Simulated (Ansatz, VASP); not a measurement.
**Pb in VASP and in Ansatz**

```
Pb
1.0
     0.00000    2.46722    2.46722
     2.46722    0.00000    2.46722
     2.46722    2.46722    0.00000
Pb
1
Direct
  0.00000 0.00000 0.00000
```

Alike in both runs: functional PBEsol; k mesh 14 × 14 × 14; occupations gaussian, width 0.1 eV; no spin polarisation.

Ansatz relaxed the structure, and its values are those at the end. VASP's run is a single point on that final structure, the one shown.

```csv
,VASP,Ansatz
version,VASP 6.6.1,Ansatz 0.2.0
potentials or method,"VASP PAW PBE potentials, release 64 (Pb_d)","scalar-relativistic, plane waves, PAW"
plane-wave cutoff (eV),520,420
valence electrons in the cell,14,14
```

Ansatz gave:

- gap on the k mesh at the Fermi level (eV): none
- pressure (GPa): 0.0

What did VASP give for the same quantities?

gap on the k mesh at the Fermi level (eV): none; pressure (GPa): -0.1.

A gap of «none» marks a metal or a gap that the smearing closes. With one functional, cell and mesh, what is left measures potentials, basis and numerics.

Caveats: the PAW data sets were made with another functional, which shifts forces and pressure a little (VASP). The runs have no spin-orbit coupling, so splittings on Pb are missing.
